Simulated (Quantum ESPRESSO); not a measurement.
# Ge (I4_1/amd) in Quantum ESPRESSO: further runs

One crystal, Ge, is run at these levels: PBEsol, PBE, LDA; tasks: band structure, single point, equation of state.

Everything below comes from runs of Quantum ESPRESSO 7.5. Logs are shortened: lines on timing, memory, paths and dates and some standing lists are left out, and cuts for length are marked.

## (1) Starting point

Symmetry: I4_1/amd, No. 141, tetragonal system. Conventional cell: a = 5.149 Å, b = 5.149 Å, c = 2.795 Å, α = 90.00°, β = 90.00°, γ = 90.00°. Ge (site symmetry -4m2) is surrounded by 6 Ge at 2.67 to 2.79 Å.

This isn't the form of Ge at room conditions, which is diamond.

## (2) Band structure, PBEsol

Input file pw.in:

```
&CONTROL
  calculation = 'scf'
  prefix = 'pwscf'
  outdir = './tmp'
  pseudo_dir = './pseudo'
  tprnfor = .true.
  tstress = .true.
  disk_io = 'low'
/
&SYSTEM
  ibrav = 0
  nat = 2
  ntyp = 1
  ecutwfc = 78
  nbnd = 21
  occupations = 'smearing'
  smearing = 'fd'
  degauss = 0.00367493
/
&ELECTRONS
  conv_thr = 4d-10
  electron_maxstep = 120
  mixing_beta = 0.5
/
ATOMIC_SPECIES
Ge    72.6300 Ge.upf
CELL_PARAMETERS angstrom
  -2.5744897190    2.5744897190    1.3974126432
   2.5744897190   -2.5744897190    1.3974126432
   2.5744897190    2.5744897190   -1.3974126432
ATOMIC_POSITIONS angstrom
Ge     0.0000000000    0.0000000000    1.3974126432
Ge     2.5744897190    0.0000000000    0.6987063216
K_POINTS automatic
11 11 11 0 0 0
```

Input file bands.in:

```
&CONTROL
  calculation = 'bands'
  prefix = 'pwscf'
  outdir = './tmp'
  pseudo_dir = './pseudo'
  disk_io = 'low'
  verbosity = 'high'
/
&SYSTEM
  ibrav = 0
  nat = 2
  ntyp = 1
  ecutwfc = 78
  nbnd = 21
  occupations = 'smearing'
  smearing = 'fd'
  degauss = 0.00367493
/
&ELECTRONS
  conv_thr = 1d-08
  electron_maxstep = 120
  mixing_beta = 0.5
  diago_full_acc = .true.
/
ATOMIC_SPECIES
Ge    72.6300 Ge.upf
CELL_PARAMETERS angstrom
  -2.5744897190    2.5744897190    1.3974126432
   2.5744897190   -2.5744897190    1.3974126432
   2.5744897190    2.5744897190   -1.3974126432
ATOMIC_POSITIONS angstrom
Ge     0.0000000000    0.0000000000    1.3974126432
Ge     2.5744897190    0.0000000000    0.6987063216
K_POINTS crystal
60
 0.0000000000  0.0000000000  0.0000000000 1
 0.0000000000  0.0000000000  0.1000000000 1
 0.0000000000  0.0000000000  0.2000000000 1
 0.0000000000  0.0000000000  0.3000000000 1
 0.0000000000  0.0000000000  0.4000000000 1
 0.0000000000  0.0000000000  0.5000000000 1
-0.1000000000  0.1000000000  0.5000000000 1
-0.2000000000  0.2000000000  0.5000000000 1
-0.3000000000  0.3000000000  0.5000000000 1
-0.4000000000  0.4000000000  0.5000000000 1
-0.5000000000  0.5000000000  0.5000000000 1
-0.4375000000  0.4375000000  0.4375000000 1
-0.3750000000  0.3750000000  0.3750000000 1
-0.3125000000  0.3125000000  0.3125000000 1
-0.2500000000  0.2500000000  0.2500000000 1
-0.1875000000  0.1875000000  0.1875000000 1
-0.1250000000  0.1250000000  0.1250000000 1
-0.0625000000  0.0625000000  0.0625000000 1
 0.0000000000  0.0000000000  0.0000000000 1
 0.0323655812  0.0323655812 -0.0323655812 1
 0.0647311624  0.0647311624 -0.0647311624 1
 0.0970967436  0.0970967436 -0.0970967436 1
 0.1294623248  0.1294623248 -0.1294623248 1
 0.1618279060  0.1618279060 -0.1618279060 1
 0.1941934872  0.1941934872 -0.1941934872 1
 0.2265590684  0.2265590684 -0.2265590684 1
 0.2589246496  0.2589246496 -0.2589246496 1
 0.2912902308  0.2912902308 -0.2912902308 1
 0.3236558120  0.3236558120 -0.3236558120 1
 0.3113798433  0.3113798433 -0.2280465100 1
 0.2991038746  0.2991038746 -0.1324372080 1
 0.2868279060  0.2868279060 -0.0368279060 1
 0.2745519373  0.2745519373  0.0587813960 1
 0.2622759687  0.2622759687  0.1543906980 1
 0.2500000000  0.2500000000  0.2500000000 1
 0.1875000000  0.3125000000  0.1875000000 1
 0.1250000000  0.3750000000  0.1250000000 1
 0.0625000000  0.4375000000  0.0625000000 1
 0.0000000000  0.5000000000  0.0000000000 1
-0.0647311624  0.5352688376  0.0647311624 1
-0.1294623248  0.5705376752  0.1294623248 1
-0.1941934872  0.6058065128  0.1941934872 1
-0.2589246496  0.6410753504  0.2589246496 1
-0.3236558120  0.6763441880  0.3236558120 1
-0.3530465100  0.6469534900  0.3530465100 1
-0.3824372080  0.6175627920  0.3824372080 1
-0.4118279060  0.5881720940  0.4118279060 1
-0.4412186040  0.5587813960  0.4412186040 1
-0.4706093020  0.5293906980  0.4706093020 1
-0.5000000000  0.5000000000  0.5000000000 1
 0.0000000000  0.0000000000  0.5000000000 1
 0.0277777778  0.0277777778  0.4722222222 1
 0.0555555556  0.0555555556  0.4444444444 1
 0.0833333333  0.0833333333  0.4166666667 1
 0.1111111111  0.1111111111  0.3888888889 1
 0.1388888889  0.1388888889  0.3611111111 1
 0.1666666667  0.1666666667  0.3333333333 1
 0.1944444444  0.1944444444  0.3055555556 1
 0.2222222222  0.2222222222  0.2777777778 1
 0.2500000000  0.2500000000  0.2500000000 1
```

Potentials or basis: PseudoDojo 0.4.1 SR PBEsol standard.

Command:

```console
> OMP_NUM_THREADS=1 pw.x -in pw.in > pw.out
> OMP_NUM_THREADS=1 pw.x -in bands.in > bands.out
```

pw.out:

```text
This program is part of the open-source Quantum ESPRESSO suite
     for quantum simulation of materials; please cite
[... 9 lines left out ...]
     --------------------
     sticks:   dense  smooth     PW     G-vecs:    dense   smooth      PW
     Sum         897     897    289                23271    23271    4173

     Using Slab Decomposition

     bravais-lattice index     =            0
     lattice parameter (alat)  =       7.3696  a.u.
     unit-cell volume          =     250.0136 (a.u.)^3
     number of atoms/cell      =            2
     number of atomic types    =            1
     number of electrons       =        28.00
     number of Kohn-Sham states=           21
     kinetic-energy cutoff     =      78.0000  Ry
     charge density cutoff     =     312.0000  Ry
     scf convergence threshold =      4.0E-10
     mixing beta               =       0.5000
     number of iterations used =            8  plain     mixing
     Exchange-correlation= PBESOL
                           (   1   4  10   8   0   0   0)

     celldm(1)=   7.369631  celldm(2)=   0.000000  celldm(3)=   0.000000
     celldm(4)=   0.000000  celldm(5)=   0.000000  celldm(6)=   0.000000

     crystal axes: (cart. coord. in units of alat)
               a(1) = (  -0.660153   0.660153   0.358326 )
               a(2) = (   0.660153  -0.660153   0.358326 )
               a(3) = (   0.660153   0.660153  -0.358326 )

     reciprocal axes: (cart. coord. in units 2 pi/alat)
               b(1) = (  0.000000  0.757401  1.395379 )
               b(2) = (  0.757401  0.000000  1.395379 )
               b(3) = (  0.757401  0.757401  0.000000 )

     PseudoPot. # 1 for Ge read from file:
     Ge.upf
     Pseudo is Norm-conserving + core correction, Zval = 14.0
     Generated using ONCVPSP code by D. R. Hamann
     Using radial grid of 1560 points,  6 beta functions with:
                l(1) =   0
                l(2) =   0
                l(3) =   1
                l(4) =   1
                l(5) =   2
                l(6) =   2

     atomic species   valence    mass     pseudopotential
     Ge               14.00    72.63000     Ge( 1.00)

     16 Sym. Ops., with inversion, found ( 8 have fractional translation)

   Cartesian axes

     site n.     atom                  positions (alat units)
         1        Ge     tau(   1) = (   0.0000000   0.0000000   0.3583256  )
         2        Ge     tau(   2) = (   0.6601526   0.0000000   0.1791628  )

     number of k points=   126  Fermi-Dirac smearing, width (Ry)=  0.0037

     Number of k-points >= 100: set verbosity='high' to print them.

     Dense  grid:    23271 G-vectors     FFT dimensions: (  48,  48,  48)

     Initial potential from superposition of free atoms

     starting charge      27.9985, renormalised to      28.0000
     Starting wfcs are   18 randomized atomic wfcs +    3 random wfcs

     Self-consistent Calculation

     iteration #  1     ecut=    78.00 Ry     beta= 0.50
     Davidson diagonalization with overlap
     ethr =  1.00E-02,  avg # of iterations =  3.6

     Threshold (ethr) on eigenvalues was too large:
     Diagonalizing with lowered threshold

     Davidson diagonalization with overlap
     ethr =  2.86E-05,  avg # of iterations =  5.7

     total energy              =    -356.78260340 Ry
     estimated scf accuracy    <       0.00822541 Ry

     iteration #  2     ecut=    78.00 Ry     beta= 0.50
     Davidson diagonalization with overlap
     ethr =  2.94E-05,  avg # of iterations =  1.0

     total energy              =    -356.78294199 Ry
     estimated scf accuracy    <       0.00129250 Ry

     iteration #  3     ecut=    78.00 Ry     beta= 0.50
     Davidson diagonalization with overlap
     ethr =  4.62E-06,  avg # of iterations =  2.1

     total energy              =    -356.78304732 Ry
     estimated scf accuracy    <       0.00009558 Ry

     iteration #  4     ecut=    78.00 Ry     beta= 0.50
     Davidson diagonalization with overlap
     ethr =  3.41E-07,  avg # of iterations =  2.2

     total energy              =    -356.78305610 Ry
     estimated scf accuracy    <       0.00000537 Ry

     iteration #  5     ecut=    78.00 Ry     beta= 0.50
     Davidson diagonalization with overlap
     ethr =  1.92E-08,  avg # of iterations =  2.0

     total energy              =    -356.78305691 Ry
     estimated scf accuracy    <       0.00000008 Ry

     iteration #  6     ecut=    78.00 Ry     beta= 0.50
     Davidson diagonalization with overlap
     ethr =  2.89E-10,  avg # of iterations =  3.0

     total energy              =    -356.78305695 Ry
     estimated scf accuracy    <       0.00000006 Ry

     iteration #  7     ecut=    78.00 Ry     beta= 0.50
     Davidson diagonalization with overlap
     ethr =  2.02E-10,  avg # of iterations =  2.0

     total energy              =    -356.78305697 Ry
     estimated scf accuracy    <          5.7E-09 Ry

     iteration #  8     ecut=    78.00 Ry     beta= 0.50
     Davidson diagonalization with overlap
     ethr =  2.05E-11,  avg # of iterations =  1.1

     End of self-consistent calculation

     Number of k-points >= 100: set verbosity='high' to print the bands.

     the Fermi energy is    12.2520 ev

!    total energy              =    -356.78305697 Ry
     estimated scf accuracy    <          3.2E-10 Ry
     smearing contrib. (-TS)   =      -0.00059061 Ry
     internal energy E=F+TS    =    -356.78246636 Ry

     The total energy is F=E-TS. E is the sum of the following terms:
     one-electron contribution =    -136.41555891 Ry
     hartree contribution      =      90.09967769 Ry
     xc contribution           =     -86.38371603 Ry
     ewald contribution        =    -224.08286910 Ry

     convergence has been achieved in   8 iterations

     Forces acting on atoms (cartesian axes, Ry/au):

     atom    1 type  1   force =     0.00000000    0.00000000    0.00000000
     atom    2 type  1   force =    -0.00000000    0.00000000    0.00000000

     Total force =     0.000000     Total SCF correction =     0.000000

     Computing stress (Cartesian axis) and pressure

          total   stress  (Ry/bohr**3)                   (kbar)     P=       -6.04
  -0.00003502  -0.00000000  -0.00000000           -5.15       -0.00       -0.00
  -0.00000000  -0.00003502  -0.00000000           -0.00       -5.15       -0.00
  -0.00000000  -0.00000000  -0.00005317           -0.00       -0.00       -7.82

=------------------------------------------------------------------------------=
   JOB DONE.
=------------------------------------------------------------------------------=
```

Wall time 3.5 min (1 thread of Arm Neoverse V1, shared host); peak memory 0.17 GiB.

What came out:

```
Free energy            : -4854.2808 eV
Pressure               : -0.6 GPa
Band gap on the k mesh : none (metal or under the smearing width)
```

Stress tensor (GPa, compression positive):
```
-0.52  0.00  0.00
 0.00 -0.52  0.00
 0.00  0.00 -0.78
```

Levels at the corners of the path, in eV from the Fermi level:
```
point  band 11  band 12  band 13  band 14  band 15  band 16  band 17  band 18
    Γ   -13.33    -4.09    -2.36    -2.36     3.21     7.58     7.58     8.12
    X   -10.59   -10.59     0.59     0.59     1.88     1.88     7.52     7.52
    M    -8.90    -8.90    -5.95    -5.95     6.14     6.14    10.98    10.98
    Γ   -13.33    -4.09    -2.36    -2.36     3.21     7.58     7.58     8.12
    Z    -7.44    -6.48    -3.84    -3.63    -3.63     3.78     6.60     6.60
    P    -6.90    -6.90    -4.36    -4.36     4.22     4.22     4.87     4.87
    N    -8.07    -6.41    -2.66    -2.03    -1.37     2.44     3.55     5.48
   Z1    -7.44    -6.48    -3.84    -3.63    -3.63     3.78     6.60     6.60
    M    -8.90    -8.90    -5.95    -5.95     6.14     6.14    10.98    10.98
    X   -10.59   -10.59     0.59     0.59     1.88     1.88     7.52     7.52
    P    -6.90    -6.90    -4.36    -4.36     4.22     4.22     4.87     4.87
```

## (3) Band structure, PBE

pw.in is that of step 2.

bands.in is that of step 2.

Potentials or basis: PseudoDojo 0.4.1 SR PBE standard.

Command:

```console
> OMP_NUM_THREADS=1 pw.x -in pw.in > pw.out
> OMP_NUM_THREADS=1 pw.x -in bands.in > bands.out
```

Wall time 3.4 min (1 thread of Arm Neoverse V1, shared host); peak memory 0.17 GiB.

It converged, with:

```
Free energy            : -4860.6519 eV
Pressure               : 3.2 GPa
Band gap on the k mesh : none (metal or under the smearing width)
```

Stress tensor (GPa, compression positive):
```
3.32 0.00 0.00
0.00 3.32 0.00
0.00 0.00 3.10
```

Levels at the corners of the path, in eV from the Fermi level:
```tsv
point	band 12	band 13	band 14	band 15	band 16	band 17
Γ	-4.09	-2.36	-2.36	3.25	7.59	7.59
X	-10.59	0.59	0.59	1.90	1.90	7.53
M	-8.90	-5.94	-5.94	6.15	6.15	11.00
Γ	-4.09	-2.36	-2.36	3.25	7.59	7.59
Z	-6.49	-3.83	-3.63	-3.63	3.78	6.61
P	-6.90	-4.36	-4.36	4.22	4.22	4.88
N	-6.41	-2.66	-2.03	-1.37	2.46	3.55
Z1	-6.49	-3.83	-3.63	-3.63	3.78	6.61
M	-8.90	-5.94	-5.94	6.15	6.15	11.00
X	-10.59	0.59	0.59	1.90	1.90	7.53
P	-6.90	-4.36	-4.36	4.22	4.22	4.88
```

## (4) Single point, LDA, 17.41 Å³/atom

Input file pw.in:

```
&CONTROL
  calculation = 'scf'
  prefix = 'pwscf'
  outdir = './tmp'
  pseudo_dir = './pseudo'
  tprnfor = .true.
  tstress = .true.
  disk_io = 'nowf'
/
&SYSTEM
  ibrav = 0
  nat = 2
  ntyp = 1
  ecutwfc = 78
  nbnd = 21
  occupations = 'smearing'
  smearing = 'fd'
  degauss = 0.00367493
/
&ELECTRONS
  conv_thr = 4d-10
  electron_maxstep = 120
  mixing_beta = 0.5
/
ATOMIC_SPECIES
Ge    72.6300 Ge.upf
CELL_PARAMETERS angstrom
  -2.5219343658    2.5219343658    1.3688860134
   2.5219343658   -2.5219343658    1.3688860134
   2.5219343658    2.5219343658   -1.3688860134
ATOMIC_POSITIONS crystal
Ge     0.5000000000    0.5000000000    0.0000000000
Ge     0.2500000000    0.7500000000    0.5000000000
K_POINTS automatic
11 11 11 0 0 0
```

Potentials or basis: PseudoDojo 0.4.1 SR LDA standard.

Command:

```console
> OMP_NUM_THREADS=1 pw.x -in pw.in > pw.out
```

pw.out:

```text
This program is part of the open-source Quantum ESPRESSO suite
     for quantum simulation of materials; please cite
[... 9 lines left out ...]
     --------------------
     sticks:   dense  smooth     PW     G-vecs:    dense   smooth      PW
     Sum         867     867    277                21883    21883    3877

     Using Slab Decomposition

     bravais-lattice index     =            0
     lattice parameter (alat)  =       7.2192  a.u.
     unit-cell volume          =     235.0128 (a.u.)^3
     number of atoms/cell      =            2
     number of atomic types    =            1
     number of electrons       =        28.00
     number of Kohn-Sham states=           21
     kinetic-energy cutoff     =      78.0000  Ry
     charge density cutoff     =     312.0000  Ry
     scf convergence threshold =      4.0E-10
     mixing beta               =       0.5000
     number of iterations used =            8  plain     mixing
     Exchange-correlation= SLA  PW   NOGX NOGC
                           (   1   4   0   0   0   0   0)

     celldm(1)=   7.219188  celldm(2)=   0.000000  celldm(3)=   0.000000
     celldm(4)=   0.000000  celldm(5)=   0.000000  celldm(6)=   0.000000

     crystal axes: (cart. coord. in units of alat)
               a(1) = (  -0.660153   0.660153   0.358326 )
               a(2) = (   0.660153  -0.660153   0.358326 )
               a(3) = (   0.660153   0.660153  -0.358326 )

     reciprocal axes: (cart. coord. in units 2 pi/alat)
               b(1) = (  0.000000  0.757401  1.395379 )
               b(2) = (  0.757401  0.000000  1.395379 )
               b(3) = (  0.757401  0.757401  0.000000 )

     PseudoPot. # 1 for Ge read from file:
     Ge.upf
     Pseudo is Norm-conserving + core correction, Zval = 14.0
     Generated using ONCVPSP code by D. R. Hamann
     Using radial grid of 1524 points,  6 beta functions with:
                l(1) =   0
                l(2) =   0
                l(3) =   1
                l(4) =   1
                l(5) =   2
                l(6) =   2

     atomic species   valence    mass     pseudopotential
     Ge               14.00    72.63000     Ge( 1.00)

     16 Sym. Ops., with inversion, found ( 8 have fractional translation)

   Cartesian axes

     site n.     atom                  positions (alat units)
         1        Ge     tau(   1) = (   0.0000000   0.0000000   0.3583256  )
         2        Ge     tau(   2) = (   0.6601526   0.0000000   0.1791628  )

     number of k points=   126  Fermi-Dirac smearing, width (Ry)=  0.0037

     Number of k-points >= 100: set verbosity='high' to print them.

     Dense  grid:    21883 G-vectors     FFT dimensions: (  48,  48,  48)

     Initial potential from superposition of free atoms

     starting charge      27.9987, renormalised to      28.0000
     Starting wfcs are   18 randomized atomic wfcs +    3 random wfcs

     Self-consistent Calculation

     iteration #  1     ecut=    78.00 Ry     beta= 0.50
     Davidson diagonalization with overlap
     ethr =  1.00E-02,  avg # of iterations =  3.6

     Threshold (ethr) on eigenvalues was too large:
     Diagonalizing with lowered threshold

     Davidson diagonalization with overlap
     ethr =  3.11E-05,  avg # of iterations =  5.5

     total energy              =    -356.91321900 Ry
     estimated scf accuracy    <       0.00907399 Ry

     iteration #  2     ecut=    78.00 Ry     beta= 0.50
     Davidson diagonalization with overlap
     ethr =  3.24E-05,  avg # of iterations =  1.0

     total energy              =    -356.91347200 Ry
     estimated scf accuracy    <       0.00142892 Ry

     iteration #  3     ecut=    78.00 Ry     beta= 0.50
     Davidson diagonalization with overlap
     ethr =  5.10E-06,  avg # of iterations =  2.1

     total energy              =    -356.91357850 Ry
     estimated scf accuracy    <       0.00009355 Ry

     iteration #  4     ecut=    78.00 Ry     beta= 0.50
     Davidson diagonalization with overlap
     ethr =  3.34E-07,  avg # of iterations =  2.3

     total energy              =    -356.91358761 Ry
     estimated scf accuracy    <       0.00000378 Ry

     iteration #  5     ecut=    78.00 Ry     beta= 0.50
     Davidson diagonalization with overlap
     ethr =  1.35E-08,  avg # of iterations =  2.0

     total energy              =    -356.91358829 Ry
     estimated scf accuracy    <       0.00000004 Ry

     iteration #  6     ecut=    78.00 Ry     beta= 0.50
     Davidson diagonalization with overlap
     ethr =  1.52E-10,  avg # of iterations =  3.0

     total energy              =    -356.91358830 Ry
     estimated scf accuracy    <       0.00000003 Ry

     iteration #  7     ecut=    78.00 Ry     beta= 0.50
     Davidson diagonalization with overlap
     ethr =  1.24E-10,  avg # of iterations =  2.0

     total energy              =    -356.91358831 Ry
     estimated scf accuracy    <       0.00000001 Ry

     iteration #  8     ecut=    78.00 Ry     beta= 0.50
     Davidson diagonalization with overlap
     ethr =  3.77E-11,  avg # of iterations =  2.0

     End of self-consistent calculation

     Number of k-points >= 100: set verbosity='high' to print the bands.

     the Fermi energy is    13.1349 ev

!    total energy              =    -356.91358831 Ry
     estimated scf accuracy    <          1.5E-11 Ry
     smearing contrib. (-TS)   =      -0.00056954 Ry
     internal energy E=F+TS    =    -356.91301878 Ry

     The total energy is F=E-TS. E is the sum of the following terms:
     one-electron contribution =    -129.77578977 Ry
     hartree contribution      =      87.54874161 Ry
     xc contribution           =     -85.93337081 Ry
     ewald contribution        =    -228.75259981 Ry

     convergence has been achieved in   8 iterations

     Forces acting on atoms (cartesian axes, Ry/au):

     atom    1 type  1   force =     0.00000000    0.00000000    0.00000000
     atom    2 type  1   force =    -0.00000000   -0.00000000   -0.00000000

     Total force =     0.000000     Total SCF correction =     0.000000

     Computing stress (Cartesian axis) and pressure

          total   stress  (Ry/bohr**3)                   (kbar)     P=       25.29
   0.00017399  -0.00000000  -0.00000000           25.60       -0.00       -0.00
  -0.00000000   0.00017399  -0.00000000           -0.00       25.60       -0.00
  -0.00000000  -0.00000000   0.00016785           -0.00       -0.00       24.69

=------------------------------------------------------------------------------=
   JOB DONE.
=------------------------------------------------------------------------------=
```

Wall time 2.4 min (1 thread of Intel Xeon Platinum 8375C at 2.90GHz (Ice Lake), shared host); peak memory 0.16 GiB.

What came out:

```
Free energy            : -4856.0568 eV
Pressure               : 2.5 GPa
Band gap on the k mesh : none (metal or under the smearing width)
```

(Part 1 of 2 ends here.)
